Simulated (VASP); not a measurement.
# Ru (Fd-3m) in VASP: notebook, part 2 of 3

VASP 6.6.1.

### 3 Relaxation of cell and atoms, PBE (cell and atoms relaxed from a first guess)

Input file INCAR:

```
  PREC = Accurate
  ENCUT = 600
  EDIFF = 1E-6
  ISMEAR = -1
  SIGMA = 0.03
  LREAL = F
  LASPH = T
  NELM = 100
  ALGO = Fast
  ISIF = 3
  LWAVE = F
  LCHARG = F
  GGA = PE
  IBRION = 2
  NSW = 100
  EDIFFG = -0.005
```

Input file KPOINTS:

```
Automatic mesh
0
Gamma
  10 10 10
```

Input file POSCAR:

```
Ru
1.0
    0.0000000000      2.9564995863      2.9564995863
    2.9564995863      0.0000000000      2.9564995863
    2.9564995863      2.9564995863      0.0000000000
Ru
2
Direct
    0.0000000000      0.0000000000      0.0000000000
    0.2500000000      0.2500000000      0.2500000000
```

Potentials or basis: VASP PAW PBE potentials, release 64 (Ru_pv).

Command:

```sh
$ cat potpaw_PBE.64/Ru_pv/POTCAR > POTCAR
$ mpirun -np 1 vasp_std > vasp.out
```

OUTCAR:

```text
PREC = Accurate
   ENCUT = 600
   EDIFF = 1E-6
   ISMEAR = -1
   LREAL = F
   LASPH = T
   NELM = 100
   ISIF = 3
   GGA = PE
   IBRION = 2
   NSW = 100
   EDIFFG = -0.005

 ion  position               nearest neighbor table
   1  0.000  0.000  0.000-   2 2.56   2 2.56   2 2.56   2 2.56
   2  0.250  0.250  0.250-   1 2.56   1 2.56   1 2.56   1 2.56

  LATTYP: Found a face centered cubic cell.
 ALAT       =     5.9129991726

  Lattice vectors:

 A1 = (   0.0000000000,   2.9564995863,   2.9564995863)
 A2 = (   2.9564995863,   0.0000000000,   2.9564995863)
 A3 = (   2.9564995863,   2.9564995863,   0.0000000000)

Analysis of symmetry for initial positions (statically):
=====================================================================
 Subroutine PRICEL returns:
 Original cell was already a primitive cell.

 Routine SETGRP: Setting up the symmetry group for a
 face centered cubic supercell.

 Subroutine GETGRP returns: Found 48 space group operations
 (whereof 24 operations were pure point group operations)
 out of a pool of 48 trial point group operations.

The static configuration has the point symmetry T_d .
 The point group associated with its full space group is O_h .

Analysis of symmetry for dynamics (positions and initial velocities):
=====================================================================
 Subroutine PRICEL returns:
 Original cell was already a primitive cell.

 Routine SETGRP: Setting up the symmetry group for a
 face centered cubic supercell.

 Subroutine GETGRP returns: Found 48 space group operations
 (whereof 24 operations were pure point group operations)
 out of a pool of 48 trial point group operations.

The dynamic configuration has the point symmetry T_d .
 The point group associated with its full space group is O_h .

 Subroutine INISYM returns: Found 48 space group operations
 (whereof 24 operations are pure point group operations),
 and found     1 'primitive' translations

----------------------------------------------------------------------------------------

                                     Primitive cell

  volume of cell :      51.6849

  direct lattice vectors                    reciprocal lattice vectors
     0.000000000  2.956499586  2.956499586    -0.169118914  0.169118914  0.169118914
     2.956499586  0.000000000  2.956499586     0.169118914 -0.169118914  0.169118914
     2.956499586  2.956499586  0.000000000     0.169118914  0.169118914 -0.169118914

  length of vectors
     4.181121812  4.181121812  4.181121812     0.292922552  0.292922552  0.292922552

  position of ions in fractional coordinates (direct lattice)
     0.000000000  0.000000000  0.000000000
     0.250000000  0.250000000  0.250000000

  ion indices of the primitive-cell ions
   primitive index   ion index
                 1           1
                 2           2

----------------------------------------------------------------------------------------

 KPOINTS: Automatic mesh

Automatic generation of k-mesh.
 Grid dimensions read from file:
 generate k-points for:   10   10   10

 Generating k-lattice:

  Cartesian coordinates                     Fractional coordinates (reciprocal lattice)
    -0.016911891  0.016911891  0.016911891     0.100000000  0.000000000  0.000000000
     0.016911891 -0.016911891  0.016911891     0.000000000  0.100000000  0.000000000
[... 39 lines left out ...]
 [... further k-points ...]
   k-points           NKPTS =     47   k-points in BZ     NKDIM =     47   number of bands    NBANDS=     18
   number of dos      NEDOS =    301   number of ions     NIONS =      2
   total plane-waves  NPLWV =  46656
   dimension x,y,z NGX =    36 NGY =   36 NGZ =   36
   dimension x,y,z NGXF=    72 NGYF=   72 NGZF=   72
   ions per type =               2
   NGX,Y,Z   is equivalent  to a cutoff of  14.31, 14.31, 14.31 a.u.
   NGXF,Y,Z  is equivalent  to a cutoff of  28.63, 28.63, 28.63 a.u.
 SYSTEM =  unknown system
   PREC   = accura    normal or accurate (medium, high low for compatibility)
   ISTART =      0    job   : 0-new  1-cont  2-samecut
   ICHARG =      2    charge: 1-file 2-atom 10-const
   ISPIN  =      1    spin polarized calculation?
   LNONCOLLINEAR =      F non collinear calculations
   LSORBIT =      F    spin-orbit coupling
   LASPH  =      T    aspherical Exc in radial PAW
   ENCUT  =  600.0 eV  44.10 Ry    6.64 a.u.   8.35  8.35  8.35*2*pi/ulx,y,z
   NELM   =    100;   NELMIN=  2; NELMDL= -5     # of ELM steps
   EDIFF  = 0.1E-05   stopping-criterion for ELM
   LREAL  =      F    real-space projection
   EDIFFG = -.5E-02   stopping-criterion for IOM
   NSW    =    100    number of steps for IOM
   IBRION =      2    ionic relax: 0-MD 1-quasi-New 2-CG
   NFREE  =      1    steps in history (QN), initial steepest desc. (CG)
   ISIF   =      3    stress and relaxation
   ISYM   =      2    0-nonsym 1-usesym 2-fastsym
   POTIM  = 0.5000    time-step for ionic-motion
   TEBEG  =    0.0;   TEEND  =   0.0 temperature during run
   PSTRESS=    0.0 pullay stress
   NELECT =      28.0000    total number of electrons
   NUPDOWN=      -1.0000    fix difference up-down
   EMIN   =  10.00;   EMAX   =-10.00  energy-range for DOS
   EFERMI =   0.00;   METHOD = LEGACY
   ISMEAR =    -1;   SIGMA  =   0.03  broadening in eV -4-tet -1-fermi 0-gaus
   EFERMI_NEDOS =   21; number of points for ismear=-14 and -15
   IALGO  =     68    algorithm
   IMIX   =      4    mixing-type and parameters
     AMIX     =   0.40;   BMIX     =  1.00
     AMIX_MAG =   1.60;   BMIX_MAG =  1.00
  volume/ion in A,a.u.               =      25.84       174.39
  Fermi-wavevector in a.u.,A,eV,Ry     =   1.334565  2.521962 24.232838  1.781063
  Thomas-Fermi vector in A             =   2.463336
   LORBIT       =      0    0 simple, 1 ext, 2 COOP (PROOUT), +10 PAW based schemes
   GGA     = PE    functional components
   LHFCALC =     F    Hartree Fock is set to
   AEXX    =    0.0000 exact exchange contribution
   IVDW    =     0    specifies the selected vdW correction
   LEPSILON=     F    determine dielectric tensor
   LRPA    =     F    only Hartree local field effects (RPA)
 conjugate gradient relaxation of ions
 non-spin polarized calculation
 RMM-DIIS sequential band-by-band and
  energy-cutoff  :      600.00
  volume of cell :       51.68
 maximum number of plane-waves:      1759
 NGX is ok and might be reduce to    36
   NGX = 17   NGY = 17   NGZ = 17

--------------------------------------- Ionic step        1  -------------------------------------------

 number of electron      28.0000003 magnetization

 Free energy of the ion-electron system (eV)
  ---------------------------------------------------
  ext. energy  EPLUGINS =         0.00000000
  ---------------------------------------------------
  free energy    TOTEN  =       -15.13595931 eV

  energy without entropy =      -15.12888840  energy(sigma->0) =      -15.13242385

------------------------ aborting loop because EDIFF is reached ----------------------------------------

  FORCE on cell =-STRESS in cart. coord.  units (eV):
  Direction    XX          YY          ZZ          XY          YZ          ZX
  --------------------------------------------------------------------------------------
  -------------------------------------------------------------------------------------
  Total       -7.1077052     -7.1077052     -7.1077052      0.0000000      0.0000000      0.0000000
  in kB     -220.3314669   -220.3314669   -220.3314669      0.0000000      0.0000000      0.0000000
  external PRESSURE =    -220.3314669 kB  Pullay stress =       0.0000000 kB
[... 23 lines left out ...]
--------------------------------------- Ionic step        2  -------------------------------------------

 number of electron      28.0000001 magnetization

 E-fermi :  11.7888     XC(G=0): -13.1604

 val. band max:       11.7792203389   @ k =   0.3000   0.1000   0.0000
 cond. band min:      11.8194715567   @ k =   0.3000   0.2000   0.1000
 fundamental gap:      0.0402512177
 Fermi energy:        11.7888444285

 k-point     1 :       0.0000    0.0000    0.0000
  band No.  band energies     occupation
      1     -32.5367      2.00000
      2     -32.5367      2.00000
      3     -32.5367      2.00000
      4     -30.5359      2.00000
      5     -30.5359      2.00000
      6     -30.5359      2.00000
[... 674 lines left out ...]
--------------------------------------- Ionic step        7  -------------------------------------------

 number of electron      28.0000004 magnetization

 Free energy of the ion-electron system (eV)
  ---------------------------------------------------
  ext. energy  EPLUGINS =         0.00000000
  ---------------------------------------------------
  free energy    TOTEN  =       -16.10117446 eV

  energy without entropy =      -16.09670777  energy(sigma->0) =      -16.09894111

 E-fermi :   7.0055     XC(G=0): -11.3260

 val. band max:        6.9420233091   @ k =   0.2000   0.2000   0.0000
 cond. band min:       7.0141467483   @ k =   0.4000   0.3000   0.0000
 fundamental gap:      0.0721234392
 Fermi energy:         7.0055408429

 k-point     1 :       0.0000    0.0000    0.0000
  band No.  band energies     occupation
      1     -36.1291      2.00000
      2     -36.1291      2.00000
      3     -36.1291      2.00000
      4     -35.2591      2.00000
      5     -35.2591      2.00000
      6     -35.2591      2.00000
[... 524 lines left out ...]
  FREE ENERGIE OF THE ION-ELECTRON SYSTEM (eV)
  ---------------------------------------------------
  free  energy   TOTEN  =       -16.1011744599 eV

  energy  without entropy=      -16.0967077671  energy(sigma->0) =      -16.09894111

 reached required accuracy - stopping structural energy minimisation
```

OSZICAR:

```text
N       E                     dE             d eps       ncg     rms          rms(c)
DAV:   1     0.292610912999E+03    0.29261E+03   -0.18245E+04  1724   0.170E+03
DAV:   2    -0.778183385373E+01   -0.30039E+03   -0.29515E+03  1814   0.467E+02
DAV:   3    -0.156361891669E+02   -0.78544E+01   -0.75059E+01  2072   0.736E+01
[... 70 lines left out ...]
       N       E                     dE             d eps       ncg     rms          rms(c)
DAV:   1    -0.161014646969E+02   -0.30419E-03   -0.58128E-03  1784   0.884E-01    0.129E-01
RMM:   2    -0.161011584337E+02    0.30626E-03   -0.10257E-03  1694   0.291E-01    0.182E-02
RMM:   3    -0.161011681010E+02   -0.96673E-05   -0.11228E-04  1694   0.604E-02    0.132E-02
RMM:   4    -0.161011738957E+02   -0.57947E-05   -0.15999E-05  1693   0.318E-02    0.459E-03
RMM:   5    -0.161011744599E+02   -0.56425E-06   -0.49708E-06  1162   0.164E-02
   7 F= -.16101174E+02 E0= -.16098941E+02  d E =-.301554E-05
```

CONTCAR:

```text
Ru
   1.00000000000000
     0.0000000000000000    2.7287207728908336    2.7287207728908336
     2.7287207728908336    0.0000000000000000    2.7287207728908336
     2.7287207728908336    2.7287207728908336   -0.0000000000000000
  Ru
     2
Direct
     0.0000000000000000    0.0000000000000000    0.0000000000000000
     0.2500000000000000    0.2500000000000000    0.2500000000000000

  0.00000000E+00  0.00000000E+00  0.00000000E+00
  0.00000000E+00  0.00000000E+00  0.00000000E+00
```

It took 2.2 min on 1 thread of Intel Xeon Platinum 8559C (Emerald Rapids), shared host; peak memory 0.24 GiB.

What came out:

- Free energy: -16.1012 eV
- Relaxed volume: 20.32 Å³/atom
- Relaxed cell: a = 3.859 Å, b = 3.859 Å, c = 3.859 Å, α = 60.00°, β = 60.00°, γ = 60.00°
- Space group after relaxing (to 0.05 Å): Fd-3m (No. 227)
- Energy gained by relaxing: 482.6 meV/atom
- Ionic steps: 7
- Pressure after relaxing: 0.0 GPa
- Band gap on the k mesh: none (metal or under the smearing width)

Step by step:
```tsv
step	energy change (eV)	largest force (eV/Å)	pressure (GPa)	volume (Å³)
1	0.0000	0.0000	-22.03	51.68
2	1.9769	0.0000	113.88	29.40
3	-0.9564	0.0000	-3.18	41.48
4	-0.9638	0.0000	-1.34	40.97
5	-0.9652	0.0000	0.07	40.62
6	-0.9652	0.0000	-0.12	40.67
7	-0.9652	0.0000	0.01	40.64
```

Final structure:
```
Ru
1.0
     0.00000    2.72872    2.72872
     2.72872    0.00000    2.72872
     2.72872    2.72872    0.00000
Ru
2
Cartesian
  0.0000 0.0000 0.0000
  1.3644 1.3644 1.3644
```

Caveat: the volume moved by over 15 % at a fixed basis, so the end points are rough.

### 4 Single point, PBE (cell and atoms relaxed from a first guess)

Input file INCAR:

```
SYSTEM = Ru
PREC     = Accurate       ! precision mode
ENCUT    = 520            ! plane-wave cutoff, eV
EDIFF    = 1E-6           ! SCF threshold, eV
ISMEAR   = -1             ! smearing method
SIGMA    = 0.03           ! smearing width, eV
LREAL    = .FALSE.        ! projectors in reciprocal space
LASPH    = .TRUE.         ! aspherical terms in the spheres
NELM     = 100            ! most SCF steps
ALGO     = Fast           ! electronic algorithm
ISIF     = 2              ! what is computed and relaxed
LWAVE    = .FALSE.        ! write WAVECAR
LCHARG   = .FALSE.        ! write CHGCAR
GGA      = PE             ! functional
NBANDS   = 21             ! bands
```

Input file KPOINTS:

```
regular mesh
0
G
  10 10 10
  0 0 0
```

Input file POSCAR:

```
Ru
1.0
    0.0000000000      2.7269856412      2.7269856412
    2.7269856412      0.0000000000      2.7269856412
    2.7269856412      2.7269856412      0.0000000000
Ru
2
Direct
    0.0000000000      0.0000000000      0.0000000000
    0.2500000000      0.2500000000      0.2500000000
```

Potentials or basis: VASP PAW PBE potentials, release 64 (Ru_pv).

Command:

```sh
$ cat potpaw_PBE.64/Ru_pv/POTCAR > POTCAR
$ mpirun -np 1 vasp_std > vasp.out
```

OUTCAR:

```text
SYSTEM = Ru
   PREC = Accurate
   ENCUT = 520
   EDIFF = 1E-6
   ISMEAR = -1
   LREAL = .FALSE.
   LASPH = .TRUE.
   NELM = 100
   ISIF = 2
   GGA = PE

 ion  position               nearest neighbor table
   1  0.000  0.000  0.000-   2 2.36   2 2.36   2 2.36   2 2.36
   2  0.250  0.250  0.250-   1 2.36   1 2.36   1 2.36   1 2.36

  LATTYP: Found a face centered cubic cell.
 ALAT       =     5.4539712824

  Lattice vectors:

 A1 = (   0.0000000000,   2.7269856412,   2.7269856412)
 A2 = (   2.7269856412,   0.0000000000,   2.7269856412)
 A3 = (   2.7269856412,   2.7269856412,   0.0000000000)

Analysis of symmetry for initial positions (statically):
=====================================================================
 Subroutine PRICEL returns:
 Original cell was already a primitive cell.

 Routine SETGRP: Setting up the symmetry group for a
 face centered cubic supercell.

 Subroutine GETGRP returns: Found 48 space group operations
 (whereof 24 operations were pure point group operations)
 out of a pool of 48 trial point group operations.

The static configuration has the point symmetry T_d .
 The point group associated with its full space group is O_h .

Analysis of symmetry for dynamics (positions and initial velocities):
=====================================================================
 Subroutine PRICEL returns:
 Original cell was already a primitive cell.

 Routine SETGRP: Setting up the symmetry group for a
 face centered cubic supercell.

 Subroutine GETGRP returns: Found 48 space group operations
 (whereof 24 operations were pure point group operations)
 out of a pool of 48 trial point group operations.

The dynamic configuration has the point symmetry T_d .
 The point group associated with its full space group is O_h .

[... 98 lines left out ...]
   EDIFF  = 0.1E-05   stopping-criterion for ELM
[... 8 lines left out ...]
   TEBEG  =    0.0;   TEEND  =   0.0 temperature during run
   PSTRESS=    0.0 pullay stress
   NELECT =      28.0000    total number of electrons
   NUPDOWN=      -1.0000    fix difference up-down
   EMIN   =  10.00;   EMAX   =-10.00  energy-range for DOS
   EFERMI =   0.00;   METHOD = LEGACY
   ISMEAR =    -1;   SIGMA  =   0.03  broadening in eV -4-tet -1-fermi 0-gaus
   EFERMI_NEDOS =   21; number of points for ismear=-14 and -15
   IALGO  =     68    algorithm
   IMIX   =      4    mixing-type and parameters
     AMIX     =   0.40;   BMIX     =  1.00
     AMIX_MAG =   1.60;   BMIX_MAG =  1.00
  volume/ion in A,a.u.               =      20.28       136.85
  Fermi-wavevector in a.u.,A,eV,Ry     =   1.446887  2.734220 28.483557  2.093482
  Thomas-Fermi vector in A             =   2.564905
   LORBIT       =      0    0 simple, 1 ext, 2 COOP (PROOUT), +10 PAW based schemes
   GGA     = PE    functional components
   LHFCALC =     F    Hartree Fock is set to
   AEXX    =    0.0000 exact exchange contribution
   IVDW    =     0    specifies the selected vdW correction
   LEPSILON=     F    determine dielectric tensor
   LRPA    =     F    only Hartree local field effects (RPA)
 non-spin polarized calculation
 RMM-DIIS sequential band-by-band and
  energy-cutoff  :      520.00
  volume of cell :       40.56
 maximum number of plane-waves:      1106
 NGX is ok and might be reduce to    30
   NGX = 15   NGY = 15   NGZ = 15

 number of electron      28.0000004 magnetization

 Free energy of the ion-electron system (eV)
  ---------------------------------------------------
  ext. energy  EPLUGINS =         0.00000000
  ---------------------------------------------------
  free energy    TOTEN  =       -16.09696576 eV

  energy without entropy =      -16.09251092  energy(sigma->0) =      -16.09473834

 E-fermi :   7.0304     XC(G=0): -11.3364

 val. band max:        6.9666384895   @ k =   0.2000   0.2000   0.0000
 cond. band min:       7.0389868915   @ k =   0.4000   0.3000   0.0000
 fundamental gap:      0.0723484020
 Fermi energy:         7.0303950367

 k-point     1 :       0.0000    0.0000    0.0000
  band No.  band energies     occupation
      1     -36.1083      2.00000
      2     -36.1083      2.00000
      3     -36.1083      2.00000
      4     -35.2337      2.00000
      5     -35.2337      2.00000
      6     -35.2337      2.00000
[... 565 lines left out ...]
     20      13.9218      0.00000
     21      18.0279      0.00000

 [... further k-points ...]
[... 5 lines left out ...]
  --------------------------------------------------------------------------------------
  -------------------------------------------------------------------------------------
  Total        0.0537428      0.0537428      0.0537428      0.0000000      0.0000000      0.0000000
  in kB        2.1230099      2.1230099      2.1230099      0.0000000      0.0000000      0.0000000
  external PRESSURE =       2.1230099 kB  Pullay stress =       0.0000000 kB

 VOLUME and BASIS-vectors are now :
 -----------------------------------------------------------------------------
  energy-cutoff  :      520.00
  volume of cell :       40.56
      direct lattice vectors                 reciprocal lattice vectors
     0.000000000  2.726985641  2.726985641    -0.183352634  0.183352634  0.183352634
     2.726985641  0.000000000  2.726985641     0.183352634 -0.183352634  0.183352634
     2.726985641  2.726985641  0.000000000     0.183352634  0.183352634 -0.183352634

 POSITION                                       TOTAL-FORCE (eV/Angst)
 -----------------------------------------------------------------------------------
      0.00000      0.00000      0.00000        -0.000000     -0.000000     -0.000000
      1.36349      1.36349      1.36349         0.000000      0.000000      0.000000
 -----------------------------------------------------------------------------------
    total drift:                                0.000000     -0.000000      0.000000

  FREE ENERGIE OF THE ION-ELECTRON SYSTEM (eV)
  ---------------------------------------------------
  free  energy   TOTEN  =       -16.0969657567 eV

  energy  without entropy=      -16.0925109162  energy(sigma->0) =      -16.09473834
```

stdout:

```text
POSCAR found type information on POSCAR Ru
 POSCAR found :  1 types and       2 ions
 scaLAPACK will be used
 LDA part: xc-table for (Slater+PW92), standard interpolation
 POSCAR, INCAR and KPOINTS ok, starting setup
 FFT: planning ... GRIDC
 FFT: planning ... GRID_SOFT
 FFT: planning ... GRID
 WAVECAR not read
 entering main loop
```

It took 27 s on 1 thread of Intel Xeon Platinum 8488C (Sapphire Rapids), shared host; peak memory 0.17 GiB.

What came out:

```
Free energy            : -16.0970 eV
Pressure               : 0.2 GPa
Band gap on the k mesh : none (metal or under the smearing width)
```

[end of part 2 of 3]
